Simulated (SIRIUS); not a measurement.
**MgS: equation of state with LDA**

The system is MgS.

```
S Mg
1.0
     4.03462    0.00000    0.00000
    -2.01731    3.49409    0.00000
     0.00000    0.00000    6.43229
S Mg
2 2
Direct
  0.66667 0.33333 0.87924
  0.33333 0.66667 0.37924
  0.33333 0.66667 0.99575
  0.66667 0.33333 0.49575
```

The cell comes from a database or a generator and needn't be the stable form of this composition.

```yaml
Program: SIRIUS 7.12.0
Task: equation of state
Functional: LDA
Potentials_or_basis: all-electron FP-LAPW
Cutoff: 167 eV
Basis: apw+lo standard
k_mesh: 8 × 8 × 4
Occupations: fermi-dirac, width 0.05 eV
Spin: no spin polarisation
Muffin_tin_radii: Mg 2.23, S 2.23 bohr
Basis_cutoff_gk_cutoff: 3.5 1/bohr
Cutoff_of_density_and_potential_pw_cutoff: 20 1/bohr
lmax_of_the_basis: 10
lmax_of_density_and_potential: 8
Valence_relativity: iora
Core_states: Mg 1s, S 1s
Local_orbitals_radial_functions: Mg 12, S 12
Smallest_sphere_radius_times_basis_cutoff: 7.8
```

| Quantity | Value |
| --- | --- |
| Equilibrium volume | 21.87 Å³/atom |
| Bulk modulus at fixed shape and positions | 61 GPa |
| Pressure derivative of the bulk modulus | 4.1 |

Energy against volume, from the lowest point:
```tsv
volume (Å³/atom)	energy (meV/atom)
21.309	2.72
21.763	0.00
22.216	0.90
22.670	5.21
23.123	12.46
23.576	22.46
24.030	34.85
```

All runs of the series together: 11 min on 1 thread of Arm Neoverse V2, with other jobs on the host.

Caveat: the cell was scaled at fixed shape and fractional positions, which overstates the stiffness of a crystal with free parameters, most of all of layers and chains.
